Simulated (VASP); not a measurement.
# Se (P3_121) in VASP: further runs

The runs below take Se through phonons, dielectric tensor, with PBE+D3(BJ), rev-vdW-DF2.

Everything below comes from runs of VASP 6.6.1. Logs are shortened: lines on timing, memory, paths and dates and some standing lists are left out, and cuts for length are marked.

## (1) Starting point

It takes space group P3_121 (No. 152, trigonal). Conventional cell: a = 4.065 Å, b = 4.065 Å, c = 5.134 Å, α = 90.00°, β = 90.00°, γ = 120.00°. Around Se (site symmetry 2) lie 2 Se at 2.44 Å.

## (2) Phonons, PBE+D3(BJ)

The input, POSCAR:

```
Se
1.0
    4.0646724176      0.0000000000      0.0000000000
   -2.0323362088      3.5201095717      0.0000000000
    0.0000000000      0.0000000000      5.1336898583
  Se
     3
Direct
     0.2477491666456899    0.0000000000000000    0.3333333332999970
     0.0000000000000000    0.2477491666456899    0.6666666667000030
     0.7522508333543101    0.7522508333543101    0.0000000000000000
```

The input, INCAR.step1:

```
SYSTEM = Se
PREC     = Accurate       ! precision mode
ENCUT    = 600            ! plane-wave cutoff, eV
EDIFF    = 1E-8           ! SCF threshold, eV
ISMEAR   = 0              ! smearing method
SIGMA    = 0.03           ! smearing width, eV
LREAL    = .FALSE.        ! projectors in reciprocal space
LASPH    = .TRUE.         ! aspherical terms in the spheres
NELM     = 80             ! most SCF steps
ALGO     = Normal         ! electronic algorithm
ISIF     = 3              ! what is computed and relaxed
LWAVE    = .FALSE.        ! write WAVECAR
LCHARG   = .FALSE.        ! write CHGCAR
GGA      = PE             ! functional
IVDW     = 12             ! dispersion correction
KPAR     = 2            
IBRION   = 2              ! ionic algorithm
NSW      = 40             ! ionic steps
EDIFFG   = -0.002         ! ionic threshold
```

The input, INCAR.step2:

```
SYSTEM = Se
PREC     = Accurate       ! precision mode
ENCUT    = 600            ! plane-wave cutoff, eV
EDIFF    = 1E-8           ! SCF threshold, eV
ISMEAR   = 0              ! smearing method
SIGMA    = 0.03           ! smearing width, eV
LREAL    = .FALSE.        ! projectors in reciprocal space
LASPH    = .TRUE.         ! aspherical terms in the spheres
NELM     = 80             ! most SCF steps
ALGO     = Normal         ! electronic algorithm
ISIF     = 2              ! what is computed and relaxed
LWAVE    = .FALSE.        ! write WAVECAR
LCHARG   = .FALSE.        ! write CHGCAR
GGA      = PE             ! functional
IVDW     = 12             ! dispersion correction
KPAR     = 2            
IBRION   = 6              ! ionic algorithm
NFREE    = 2            
POTIM    = 0.015          ! step
NSW      = 1              ! ionic steps
```

The input, KPOINTS:

```
regular mesh
0
G
  9 9 6
  0 0 0
```

Potentials or basis: VASP PAW PBE potentials, release 64 (Se).

On the command line:

```sh
$ cat potpaw_PBE.64/Se/POTCAR > POTCAR
$ cp INCAR.step1 INCAR
$ mpirun -np 2 vasp_std > vasp.out
$ cp CONTCAR POSCAR
$ cp INCAR.step2 INCAR
$ mpirun -np 2 vasp_std > vasp.out
```

OUTCAR:

```text
SYSTEM = Se
   PREC = Accurate
   ENCUT = 600
   EDIFF = 1E-8
   ISMEAR = 0
   LREAL = .FALSE.
   LASPH = .TRUE.
   NELM = 80
   ISIF = 2
   GGA = PE
   IVDW = 12
   IBRION = 6
   NFREE = 2
   POTIM = 0.015
   NSW = 1
 IVDW          = 12

 ion  position               nearest neighbor table
   1  0.248  0.000  0.333-   3 2.44   2 2.44
   2  0.000  0.248  0.667-   3 2.44   1 2.44
   3  0.752  0.752  0.000-   2 2.44   1 2.44

  LATTYP: Found a hexagonal cell.
 ALAT       =     4.0651137351
 C/A-ratio  =     1.2627099061

  Lattice vectors:

 A1 = (   4.0651137351,   0.0000000000,   0.0000000000)
 A2 = (  -2.0325568676,   3.5204917639,   0.0000000000)
 A3 = (   0.0000000000,   0.0000000000,   5.1330593826)

Analysis of symmetry for initial positions (statically):
=====================================================================
 Subroutine PRICEL returns:
 Original cell was already a primitive cell.

 Routine SETGRP: Setting up the symmetry group for a
 hexagonal supercell.

 Subroutine GETGRP returns: Found  6 space group operations
 (whereof  2 operations were pure point group operations)
 out of a pool of 24 trial point group operations.

The static configuration has the point symmetry C_2 .
 The point group associated with its full space group is D_3 .

Analysis of symmetry for dynamics (positions and initial velocities):
=====================================================================
 Subroutine PRICEL returns:
 Original cell was already a primitive cell.

 Routine SETGRP: Setting up the symmetry group for a
 hexagonal supercell.

 Subroutine GETGRP returns: Found  6 space group operations
 (whereof  2 operations were pure point group operations)
 out of a pool of 24 trial point group operations.

The dynamic configuration has the point symmetry C_2 .
 The point group associated with its full space group is D_3 .

 Subroutine INISYM returns: Found  6 space group operations
 (whereof  2 operations are pure point group operations),
 and found     1 'primitive' translations

----------------------------------------------------------------------------------------

                                     Primitive cell

  volume of cell :      73.4602

  direct lattice vectors                    reciprocal lattice vectors
     4.065113735  0.000000000  0.000000000     0.245995577  0.142025613  0.000000000
    -2.032556868  3.520491764  0.000000000     0.000000000  0.284051226  0.000000000
     0.000000000  0.000000000  5.133059383     0.000000000  0.000000000  0.194815592

  length of vectors
     4.065113735  4.065113735  5.133059383     0.284051226  0.284051226  0.194815592

  position of ions in fractional coordinates (direct lattice)
     0.247804568  0.000000000  0.333333333
     1.000000000  0.247804568  0.666666667
     0.752195432  0.752195432  0.000000000

  ion indices of the primitive-cell ions
   primitive index   ion index
                 1           1
                 2           2
                 3           3

----------------------------------------------------------------------------------------

 KPOINTS: regular mesh

Automatic generation of k-mesh.
 Grid dimensions read from file:
 generate k-points for:    9    9    6

 Generating k-lattice:

  Cartesian coordinates                     Fractional coordinates (reciprocal lattice)
     0.027332842  0.015780624  0.000000000     0.111111111  0.000000000  0.000000000
     0.000000000  0.031561247  0.000000000     0.000000000  0.111111111  0.000000000
     0.000000000  0.000000000  0.032469265     0.000000000  0.000000000  0.166666667

  Length of vectors
     0.031561247  0.031561247  0.032469265

  Shift w.r.t. Gamma in fractional coordinates (k-lattice)
[... 41 lines left out ...]
   NGXF,Y,Z  is equivalent  to a cutoff of  26.17, 26.17, 27.21 a.u.
 SYSTEM =  Se
   PREC   = accura    normal or accurate (medium, high low for compatibility)
   ISTART =      0    job   : 0-new  1-cont  2-samecut
   ICHARG =      2    charge: 1-file 2-atom 10-const
   ISPIN  =      1    spin polarized calculation?
   LNONCOLLINEAR =      F non collinear calculations
   LSORBIT =      F    spin-orbit coupling
   LASPH  =      T    aspherical Exc in radial PAW
   ENCUT  =  600.0 eV  44.10 Ry    6.64 a.u.   8.12  8.12 10.25*2*pi/ulx,y,z
   NELM   =     80;   NELMIN=  2; NELMDL=  0     # of ELM steps
   EDIFF  = 0.1E-07   stopping-criterion for ELM
   LREAL  =      F    real-space projection
   EDIFFG = 0.1E-06   stopping-criterion for IOM
   NSW    =     73    number of steps for IOM
   IBRION =      6    ionic relax: 0-MD 1-quasi-New 2-CG
   NFREE  =      2    steps in history (QN), initial steepest desc. (CG)
   ISIF   =      2    stress and relaxation
   ISYM   =      2    0-nonsym 1-usesym 2-fastsym
   POTIM  = 0.0150    time-step for ionic-motion
   TEBEG  =    0.0;   TEEND  =   0.0 temperature during run
   PSTRESS=    0.0 pullay stress
   NELECT =      18.0000    total number of electrons
   NUPDOWN=      -1.0000    fix difference up-down
   EMIN   =  10.00;   EMAX   =-10.00  energy-range for DOS
   EFERMI =   0.00;   METHOD = LEGACY
   ISMEAR =     0;   SIGMA  =   0.03  broadening in eV -4-tet -1-fermi 0-gaus
   EFERMI_NEDOS =   21; number of points for ismear=-14 and -15
   IALGO  =     38    algorithm
   IMIX   =      4    mixing-type and parameters
     AMIX     =   0.40;   BMIX     =  1.00
     AMIX_MAG =   1.60;   BMIX_MAG =  1.00
  volume/ion in A,a.u.               =      24.49       165.24
  Fermi-wavevector in a.u.,A,eV,Ry     =   1.024428  1.935889 14.278679  1.049453
  Thomas-Fermi vector in A             =   2.158215
   LORBIT       =      0    0 simple, 1 ext, 2 COOP (PROOUT), +10 PAW based schemes
   GGA     = PE    functional components
   LHFCALC =     F    Hartree Fock is set to
   AEXX    =    0.0000 exact exchange contribution
   IVDW    =    12    specifies the selected vdW correction
   LEPSILON=     F    determine dielectric tensor
   LRPA    =     F    only Hartree local field effects (RPA)
 finite differences with symmetry
 non-spin polarized calculation
 Gauss-broadening in eV      SIGMA  =   0.03
  energy-cutoff  :      600.00
  volume of cell :       73.46
 maximum number of plane-waves:      2484
   NGX = 17   NGY = 17   NGZ = 21

--------------------------------------- Ionic step        1  -------------------------------------------

 number of electron      18.0000002 magnetization

 Free energy of the ion-electron system (eV)
  ---------------------------------------------------
  ext. energy  EPLUGINS =         0.00000000
  ---------------------------------------------------
  free energy    TOTEN  =       -10.42306597 eV

  energy without entropy =      -10.42306597  energy(sigma->0) =      -10.42306597

------------------------ aborting loop because EDIFF is reached ----------------------------------------

 Edisp (eV)   -1.06908

 E8    (eV) :    -0.4417
[... 237 lines left out ...]
--------------------------------------- Ionic step        7  -------------------------------------------

 number of electron      18.0000002 magnetization

 Free energy of the ion-electron system (eV)
  ---------------------------------------------------
  ext. energy  EPLUGINS =         0.00000000
  ---------------------------------------------------
  free energy    TOTEN  =       -10.42221391 eV

  energy without entropy =      -10.42221391  energy(sigma->0) =      -10.42221391

 E-fermi :   3.8845     XC(G=0):  -9.4359

 val. band max:        3.6930156808   @ k =   0.3333   0.3333   0.5000
 cond. band min:       4.1935643341   @ k =   0.3333   0.3333   0.5000
 fundamental gap:      0.5005486533
 Fermi energy:         3.8844947599

 k-point     1 :       0.0000    0.0000    0.0000
  band No.  band energies     occupation
      1     -12.2628      2.00000
      2      -8.2553      2.00000
      3      -8.2005      2.00000
      4       0.0513      2.00000
      5       0.2541      2.00000
      6       0.2593      2.00000
      7       1.8191      2.00000
      8       1.8291      2.00000
      9       3.1547      2.00000
     10       5.1205      0.00000
     11       5.1733      0.00000
     12       5.7437      0.00000
     13      10.0872      0.00000
[... 354 lines left out ...]
  band No.  band energies     occupation
      1     -11.6365      2.00000
      2      -9.2346      2.00000
      3      -7.5118      2.00000
      4      -1.6289      2.00000
      5      -1.1222      2.00000
      6       0.0498      2.00000
      7       1.5181      2.00000
      8       2.3364      2.00000
      9       3.0337      2.00000
     10       5.0493      0.00000
     11       5.7338      0.00000
     12       6.0677      0.00000
     13       9.0017      0.00000

 [... further k-points ...]

------------------------ aborting loop because EDIFF is reached ----------------------------------------

 Edisp (eV)   -1.06908

 E8    (eV) :    -0.4417
[... 26 lines left out ...]
  FREE ENERGIE OF THE ION-ELECTRON SYSTEM (eV)
  ---------------------------------------------------
  free  energy   TOTEN  =       -11.4912930813 eV

  energy  without entropy=      -11.4912930813  energy(sigma->0) =      -11.49129308

 INTERNAL STRAIN TENSORS FROM DISPLACED ATOMS
 ============================================

 INTERNAL STRAIN TENSOR FOR ION    1 for displacements in x,y,z  (eV/Angst):
          X           Y           Z          XY          YZ          ZX
  --------------------------------------------------------------------------------
  x    -9.95267    -3.73423    -7.99010     0.00000    -3.59371     0.00000
  y     0.00000    -0.00000     0.00000    -3.10918     0.00000    -3.59255
  z    -0.00000    -0.00000     0.00000    -3.15809     0.00000    -8.17612

 INTERNAL STRAIN TENSOR FOR ION    3 for displacements in x,y,z  (eV/Angst):
          X           Y           Z          XY          YZ          ZX
  --------------------------------------------------------------------------------
  x     4.97630     1.86715     3.99505     2.69264     1.79598     3.11175
  y     3.23396     8.61924     6.91963     1.55462    -3.11174     1.79715
  z     2.73498    -2.73498     0.00000     1.57904     7.08073     4.08806

 Eigenvectors and eigenvalues of the dynamical matrix
 ----------------------------------------------------

   1 f  =    6.088523 THz    38.255320 2PiTHz  203.091278 cm-1    25.180098 meV
             X         Y         Z           dx          dy          dz
      1.007354  0.000000  1.711020    -0.082344    0.152948    0.685686
     -0.503677  0.872394  3.422040     0.173631   -0.005239   -0.662379
      1.528880  2.648098  0.000000    -0.091351   -0.147826   -0.023307
[... 43 lines left out ...]
   9 f/i=    0.000667 THz     0.004190 2PiTHz    0.022242 cm-1     0.002758 meV
             X         Y         Z           dx          dy          dz
      1.007354  0.000000  1.711020     0.510447   -0.269833   -0.000041
     -0.503677  0.872394  3.422040     0.510401   -0.269906   -0.000047
      1.528880  2.648098  0.000000     0.510361   -0.269829    0.000088

 ELASTIC MODULI CONTR FROM IONIC RELAXATION (kBar)
 Direction    XX          YY          ZZ          XY          YZ          ZX
 --------------------------------------------------------------------------------
 XX        -407.8754   -180.4768   -343.4667      0.0000   -156.3150      0.0000
 YY        -180.4768   -407.8754   -343.4667      0.0000    156.3150      0.0000
 ZZ        -343.4667   -343.4667   -401.0161      0.0000     -0.0000      0.0000
 XY           0.0000      0.0000      0.0000   -113.6993     -0.0000   -156.3152
 YZ        -156.3150    156.3150     -0.0000     -0.0000   -271.3451     -0.0000
 ZX           0.0000      0.0000      0.0000   -156.3152     -0.0000   -271.3455
 --------------------------------------------------------------------------------
```

Run time: 4.5 min. Hardware: 2 MPI ranks of Intel Xeon Platinum 8488C (Sapphire Rapids), shared host; peak memory 0.51 GiB.

What came out:

* Highest phonon frequency at Γ: 203 cm⁻¹
* Dispersion energy per atom: -0.356 eV

Phonon frequencies in cm⁻¹ (negative: imaginary):
```
              q point                    frequencies
(0.000, 0.000, 0.000)  0 0 0 125 138 138 189 203 203
```

(Part 1 of 2 ends here.)
